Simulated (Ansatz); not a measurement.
**PbSe: relaxation of cell and atoms with revPBE**

PbSe:

```xyz
2
Lattice="3.7843 0.0000 0.0000 0.0000 3.7843 0.0000 0.0000 0.0000 3.7843" Properties=species:S:1:pos:R:3 pbc="T T T"
Pb    0.0000    0.0000    0.0000
Se    1.8922    1.8922    1.8922
```

Measurements of this composition are mostly on another form, of space group No. 225.

```json
{
  "Program": "Ansatz 0.2.0",
  "Task": "relaxation of cell and atoms",
  "Functional": "revPBE",
  "Potentials or basis": "Ansatz PAW",
  "Cutoff": "420 eV (not typed: the program's choice for these potentials)",
  "k mesh": "7 × 7 × 7",
  "Occupations": "fermi-dirac, width 0.05 eV",
  "Spin": "no spin polarisation"
}
```

```
Relaxed volume                         : 27.81 Å³/atom
Relaxed cell                           : a = 3.817 Å, b = 3.817 Å, c = 3.817 Å, α = 90.00°, β = 90.00°, γ = 90.00°
Space group after relaxing (to 0.05 Å) : Pm-3m (No. 221)
Energy gained by relaxing              : 2.5 meV/atom
Ionic steps                            : 4
Pressure after relaxing                : 0.0 GPa
Band gap on the k mesh                 : none (metal or under the smearing width)
```

The path:
| step | energy change (eV) | largest force (eV/Å) | volume (Å³) |
| --- | --- | --- | --- |
| 1 | 0.0000 | 0.0000 | 54.20 |
| 2 | -0.0049 | 0.0000 | 55.70 |
| 3 | -0.0049 | 0.0000 | 55.62 |
| 4 | -0.0051 | 0.0000 | 55.62 |

Final structure:
```
Pb Se
1.0
     3.81715    0.00000    0.00000
     0.00000    3.81715    0.00000
     0.00000    0.00000    3.81715
Pb Se
1 1
Direct
  0.00000 0.00000 0.00000
  0.50000 0.50000 0.50000
```

Levels at points of the mesh, in eV from the Fermi level:
```tsv
k point	band 11	band 12	band 13	band 14	band 15	band 16	band 17	band 18	band 19
(0.00, 0.00, 0.00)	-13.00	-7.07	-1.40	-1.40	-1.40	5.20	5.20	5.93	5.93
```

It took 3.4 s on 2 threads of Arm Neoverse V2, with other jobs on the host, peak memory 0.33 GiB.

Caveat: the plane-wave basis is chosen anew once the cell has moved, so the energies of steps on either side of that aren't comparable; the PAW data sets come from PBE, with cores solved anew for the run's functional, which leaves a small shift of forces and pressure. Spin-orbit coupling is left out, which matters for the levels of Pb.
